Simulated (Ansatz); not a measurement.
Input of an Ansatz 0.2.0 run:

File input.yaml:

```yaml
crystal:
  lattice:
    - [4.4937621287, 0.0, 0.0]
    - [-2.2468810644, 3.9711348592, 0.0]
    - [0.0, 0.0, 6.5797601]
  atoms:
    - { symbol: Mo, position: [0.5, 0.5, 0.8333333333] }
    - { symbol: Mo, position: [0.0, 0.5, 0.1666666667] }
    - { symbol: Mo, position: [0.5, 0.0, 0.5] }
    - { symbol: Si, position: [0.16387298, 0.32774596, 0.5] }
    - { symbol: Si, position: [0.67225404, 0.83612702, 0.1666666667] }
    - { symbol: Si, position: [0.83612702, 0.16387298, 0.8333333333] }
    - { symbol: Si, position: [0.83612702, 0.67225404, 0.5] }
    - { symbol: Si, position: [0.32774596, 0.16387298, 0.1666666667] }
    - { symbol: Si, position: [0.16387298, 0.83612702, 0.8333333333] }
hamiltonian:
  xc: pbe
  pseudopotentials: { kind: paw }
kpoints:
  mp_grid: { grid: [5, 5, 3] }
scf:
  occupations: { method: fermi_dirac, width: 0.05 }
output:
  forces: true
  stress: true
  eigenvalues: true
```

Potentials or basis: Ansatz PAW.

Launch:

```console
$ ansatz run input.yaml --threads 4 --pin off --max-ram 11264MiB --backend cpu --events-out ev --progress --plain --runs-dir out
```

Estimate the largest force.

0.037 eV/Å.

Predict the band gap on the k mesh.

0.66 eV, indirect (least direct gap 0.94 eV).

Estimate the pressure.

8.2 GPa.

Stress tensor (GPa, compression positive):
```
13.00  0.00  0.00
 0.00  5.46  0.00
 0.00  0.00  6.03
```

Caveat: odd divisions of the mesh miss points on the zone boundary, where band edges often lie, so the gap on the mesh can be too wide. A k mesh can miss the band edges.
